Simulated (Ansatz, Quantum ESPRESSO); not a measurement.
# AlN layers in GaN along [001]: the transmission 0.3 eV below the lead's gap at a withheld member of a series

**Set-up.** Quantum ESPRESSO 7.5, LDA, PseudoDojo norm-conserving. One periodic cell holds 2 cubic periods of GaN on each side, with one more bilayer where the count is odd; atoms stand on ideal sites, the AlN spacing set by elasticity on the lattice of GaN. pwcond gives T(E) at the zone centre across the current, about the valence top and the conduction bottom; energies count from the cell's highest filled level. The series steps the number of AlN bilayers.

```tsv
number of AlN bilayers	transmission 0.3 eV below the lead's gap
1	0.77
3	0.138
4	0.0517
5	0.0194
8	0.000881
10	0.000114
```

**Question.** What is the transmission 0.3 eV below the lead's gap at 6?

**Worked estimate.** The values span decades, so the fit is made to the logarithm. The rows at 5 and 8 give a slope of ln(0.000881/0.0194)/(8 − (5)) = −1.031, so a straight line gives 0.00692. A parabola through these and the row at 4 gives 0.0071.

What the calculation gave: 0.00665. The line gives 1.04 times that and the parabola 1.07 times.

**Limits.** Unrelaxed, abrupt interfaces; short leads; one point across; gaps and offsets of this level; no spin-orbit coupling. Members whose lead showed another gap than the rest are left out.

[Logs are printed without paths, hosts, clocks, repeated set-up lines and the standing remarks that a program may print on its own settings, such as how far it seeks lower states.]
